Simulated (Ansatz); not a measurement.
The system is Be2C.

```xyz
3
Lattice="0.0000 2.1650 2.1650 2.1650 0.0000 2.1650 2.1650 2.1650 0.0000" Properties=species:S:1:pos:R:3 pbc="T T T"
C     0.0000    0.0000    0.0000
Be    3.2475    3.2475    3.2475
Be    1.0825    1.0825    1.0825
```

Base run:

```yaml
Program: Ansatz 0.2.0
Functional: PBE
Potentials_or_basis: Ansatz PAW
Cutoff: "420 eV (not typed: the program's choice for these potentials)"
k_mesh: 11 × 11 × 11
Occupations: fermi-dirac, width 0.05 eV
Spin: no spin polarisation
```

Its results: band gap on the k mesh 1.27 eV, indirect (least direct gap 4.14 eV); pressure -0.2 GPa.

Task: After a change of settings the same cell gave: band gap on the k mesh 1.63 eV, indirect (least direct gap 4.64 eV); pressure -1.3 GPa. Which change was it?
A. functional from PBE to r2SCAN; cutoff from 420 eV (not typed: the program's choice for these potentials) to 500 eV (not typed: the program's choice for these potentials)
B. functional from PBE to PBEsol
C. functional from PBE to LDA

Result: A.

r2SCAN gives the wider gap, since meta-GGAs in the generalised Kohn-Sham scheme recover part of the derivative discontinuity.

Caveats: the k mesh misses the band edges, so the gap on the mesh is wider than the one along the path; the PAW data sets come from PBE, with cores solved anew for the run's functional, which leaves a small shift of forces and pressure (some runs).
